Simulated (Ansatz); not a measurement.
A run of Ansatz 0.2.0:

input.yaml

```yaml
crystal:
  lattice:
    - [0.0, 3.15085, 3.15085]
    - [3.15085, 0.0, 3.15085]
    - [3.15085, 3.15085, 0.0]
  atoms:
    - { symbol: Te, position: [0.5, 0.5, 0.5] }
    - { symbol: Sn, position: [0.0, 0.0, 0.0] }
kpoints:
  mp_grid: { grid: [7, 7, 7] }
scf:
  occupations: { method: gaussian, width: 0.05 }
hamiltonian:
  xc: pbesol
  pseudopotentials: { kind: all_electron, lapw: { basis_error: 0.001 } }
output:
  forces: true
  stress: true
  eigenvalues: true
```

Potentials or basis: all-electron LAPW, scalar-relativistic.

The run is started by

```bash
$ ansatz run input.yaml --threads 1 --pin off --max-ram 3072MiB --backend cpu --events-out ev --progress --plain --runs-dir out
```

Hardware: 1 thread of Arm Neoverse N1 (shared host).

Task: How long does it take, and how much memory?

Result: Wall time 9.5 s on 1 thread of Arm Neoverse N1 (shared host), peak memory 0.27 GiB. Counts: scf iterations 7, plane waves 339, k points 20, bands 28.
